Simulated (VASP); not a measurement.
Level of theory: PBE GGA, VASP's PBE PAW potentials (set 64) (plane waves; VASP 6.6.1).

The input files of a VASP run:

### KPOINTS
```
Regular mesh
0
G
  2 2 1
```

**POSCAR**
```
BeO
8.760
  0.1541095890  -0.2669256849   0.0000000000
  0.1541095890   0.2669256849   0.0000000000
  0.0000000000   0.0000000000   0.5000000000
Be O
2 2
Cartesian
  0.1541095890  -0.0889754063   0.2500000000
  0.1541095890   0.0889754063   0.0000000000
  0.1541095890  -0.0889754063   0.4390000000
  0.1541095890   0.0889754063   0.1890000000
```

INCAR:
```
# general
SYSTEM  =  BeO
PREC    =  Accurate
ENCUT   =  520
LREAL   =  .False.
LASPH   =  .True.

# electronic loop
EDIFF   =  1E-6
NELM    =  100
ALGO    =  Normal

# smearing
ISMEAR  =  0
SIGMA   =  0.05

# functional
GGA     =  PE

# ions
ISIF    =  2

# output
LWAVE   =  .False.
LCHARG  =  .False.
```

POTCAR, in this order: Be O (PBE.64 set). Program: vasp_std.

The resulting files:

File OSZICAR:
```
       N       E                     dE             d eps       ncg     rms          rms(c)
DAV:   1     0.512657686418E+02    0.51266E+02   -0.84980E+03    48   0.125E+03
DAV:   2    -0.269873939305E+02   -0.78253E+02   -0.71809E+02    56   0.262E+02
DAV:   3    -0.301595106756E+02   -0.31721E+01   -0.31553E+01    64   0.608E+01
DAV:   4    -0.301887859431E+02   -0.29275E-01   -0.29249E-01    56   0.602E+00
DAV:   5    -0.301892216633E+02   -0.43572E-03   -0.43564E-03    60   0.630E-01    0.954E+00
DAV:   6    -0.277482186618E+02    0.24410E+01   -0.80003E+00    52   0.259E+01    0.302E+00
DAV:   7    -0.277348493076E+02    0.13369E-01   -0.18682E-01    48   0.402E+00    0.196E+00
DAV:   8    -0.277470094329E+02   -0.12160E-01   -0.45454E-02    56   0.303E+00    0.291E-01
DAV:   9    -0.277458298960E+02    0.11795E-02   -0.29506E-03    56   0.539E-01    0.793E-02
DAV:  10    -0.277462258380E+02   -0.39594E-03   -0.11867E-03    60   0.297E-01    0.564E-02
DAV:  11    -0.277461755250E+02    0.50313E-04   -0.23123E-04    56   0.139E-01    0.508E-03
DAV:  12    -0.277461749991E+02    0.52582E-06   -0.55937E-06    60   0.230E-02
   1 F= -.27746175E+02 E0= -.27746175E+02  d E =-.549213E-14
```

### OUTCAR
```
------------------------ aborting loop because EDIFF is reached ----------------------------------------
  FORCE on cell =-STRESS in cart. coord.  units (eV):
  Direction    XX          YY          ZZ          XY          YZ          ZX
  --------------------------------------------------------------------------------------
  Total        2.5701793      2.5701802     -2.1781118      0.0000000      0.0000000      0.0000000
  in kB      148.9161016    148.9161538   -126.1997240      0.0000000      0.0000000      0.0000000
  external PRESSURE =      57.2108438 kB  Pullay stress =       0.0000000 kB
  volume of cell :       27.65
      direct lattice vectors                 reciprocal lattice vectors
     1.350000000 -2.338269000  0.000000000     0.370370370 -0.213833396  0.000000000
     1.350000000  2.338269000  0.000000000     0.370370370  0.213833396  0.000000000
     0.000000000  0.000000000  4.380000000     0.000000000  0.000000000  0.228310502
 POSITION                                       TOTAL-FORCE (eV/Angst)
 -----------------------------------------------------------------------------------
      1.35000     -0.77942      2.19000         0.000000     -0.000000     -0.798274
      1.35000      0.77942      0.00000         0.000000     -0.000000     -0.798274
      1.35000     -0.77942      3.84564        -0.000000      0.000000      0.798274
      1.35000      0.77942      1.65564        -0.000000     -0.000000      0.798274
 -----------------------------------------------------------------------------------
    total drift:                               -0.000000      0.001581      0.000019
  FREE ENERGIE OF THE ION-ELECTRON SYSTEM (eV)
  ---------------------------------------------------
  free  energy   TOTEN  =       -27.7461749991 eV

  energy  without entropy=      -27.7461749991  energy(sigma->0) =      -27.74617500
```
(Selected blocks of OUTCAR.)

The compound is BeO in the wurtzite structure. The cell was not relaxed at this level. The k-mesh is coarse (spacing up to 1.43 per Å, 2π included), so the numbers may not be converged in it. The run is one of a series of settings (KPOINTS 2×2×1 Γ-centred mesh against the base run), some of them coarse on purpose.
